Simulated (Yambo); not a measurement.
A run of Yambo 5.3.0 is set up as follows.

File optics1.in:

```
optics
chi
Chimod= "HARTREE"
% BndsRnXd
 1 | 68 |
%
NGsBlkXd= 3 Ry
% LongDrXd
 1 | 0 | 0 |
%
% QpntsRXd
 1 | 1 |
%
% EnRngeXd
 0 | 20 | eV
%
% DmRngeXd
 0.1 | 0.1 | eV
%
ETStpsXd= 200
```

Contents of scf.in:

```
&CONTROL
  calculation = 'scf'
  prefix = 'pwscf'
  outdir = './tmp'
  pseudo_dir = './pseudo'
/
&SYSTEM
  ibrav = 0
  nat = 2
  ntyp = 2
  ecutwfc = 84
  nbnd = 30
  occupations = 'smearing'
  smearing = 'fd'
  degauss = 0.00367493
  noncolin = .true.
  lspinorb = .true.
  force_symmorphic = .true.
/
&ELECTRONS
  conv_thr = 4d-10
  electron_maxstep = 120
  mixing_beta = 0.5
/
ATOMIC_SPECIES
Ga    69.7230 Ga.upf
N     14.0070 N.upf
CELL_PARAMETERS angstrom
   0.0000000000    2.1352350000    2.1352350000
   2.1352350000    0.0000000000    2.1352350000
   2.1352350000    2.1352350000    0.0000000000
ATOMIC_POSITIONS crystal
Ga     0.0000000000    0.0000000000    0.0000000000
N      0.5000000000    0.5000000000    0.5000000000
K_POINTS automatic
12 12 12 0 0 0
```

nscf.in

```
&CONTROL
  calculation = 'nscf'
  prefix = 'pwscf'
  outdir = './tmp'
  pseudo_dir = './pseudo'
/
&SYSTEM
  ibrav = 0
  nat = 2
  ntyp = 2
  ecutwfc = 84
  nbnd = 178
  occupations = 'fixed'
  noncolin = .true.
  lspinorb = .true.
  force_symmorphic = .true.
/
&ELECTRONS
  conv_thr = 1d-08
  diago_full_acc = .true.
  diago_thr_init = 1d-06
/
ATOMIC_SPECIES
Ga    69.7230 Ga.upf
N     14.0070 N.upf
CELL_PARAMETERS angstrom
   0.0000000000    2.1352350000    2.1352350000
   2.1352350000    0.0000000000    2.1352350000
   2.1352350000    2.1352350000    0.0000000000
ATOMIC_POSITIONS crystal
Ga     0.0000000000    0.0000000000    0.0000000000
N      0.5000000000    0.5000000000    0.5000000000
K_POINTS automatic
6 6 6 0 0 0
```

Potentials or basis: PseudoDojo 0.4 FR PBEsol standard.

Launch:

```sh
$ OMP_NUM_THREADS=1 pw.x -in scf.in > scf.out
$ OMP_NUM_THREADS=1 pw.x -in nscf.in > nscf.out
$ cd tmp/pwscf.save; p2y; mv SAVE ../..; cd ../..
$ OMP_NUM_THREADS=1 yambo
$ OMP_NUM_THREADS=1 yambo -F optics1.in -J optics1 -C optics1_out
```

**Question.** Estimate the electronic dielectric constant along the field.

**Answer.** 10.04.

**Question.** What does it give for the electronic dielectric constant along the field, independent particles?

**Answer.** 10.26.

**Question.** Predict the band gap on the k mesh, mean-field level.

**Answer.** 0.34 eV, indirect (least direct gap 2.35 eV).

Dielectric function (along the field direction of the input):
| energy (eV) | real part | imaginary part |
| --- | --- | --- |
| 0.30 | 10.08 | 0.17 |
| 0.90 | 10.38 | 0.20 |
| 1.61 | 11.38 | 0.33 |
| 2.31 | 14.81 | 5.63 |
| 3.02 | 14.12 | 1.62 |
| 3.62 | 11.93 | 1.87 |
| 4.32 | 14.98 | 10.07 |
| 5.03 | 1.95 | 18.36 |
| 5.73 | 0.97 | 5.79 |
| 6.33 | 9.80 | 28.11 |
| 7.04 | -5.36 | 2.87 |
| 7.74 | -2.02 | 5.72 |
| 8.44 | 1.33 | 1.88 |
| 9.05 | 2.99 | 7.75 |
| 9.75 | 0.78 | 3.01 |
| 10.45 | -0.83 | 5.94 |
| 11.16 | -2.39 | 6.27 |
| 11.76 | -1.11 | 2.21 |
| 12.46 | -0.11 | 3.59 |
| 13.17 | -1.55 | 4.62 |
| 13.87 | -2.28 | 0.84 |
| 14.47 | -0.79 | 1.75 |
| 15.18 | -1.12 | 2.14 |
| 15.88 | -1.24 | 1.15 |
| 16.58 | -0.72 | 1.83 |
| 17.19 | -0.66 | 0.48 |
| 17.89 | -0.43 | 0.79 |
| 18.59 | -0.27 | 0.31 |
| 19.30 | -0.37 | 1.34 |
| 20.00 | -0.08 | 0.36 |

Caveat: the k mesh is coarse (spacing up to 0.42 Å⁻¹), so the values aren't converged; the optical matrix elements of this version leave out the spin-flip part of the nonlocal potential, a small error; spectra need much finer meshes, so this one isn't converged; these spectra lack excitons. Expect the measured gap to be larger: semilocal functionals such as PBEsol lack the derivative discontinuity.
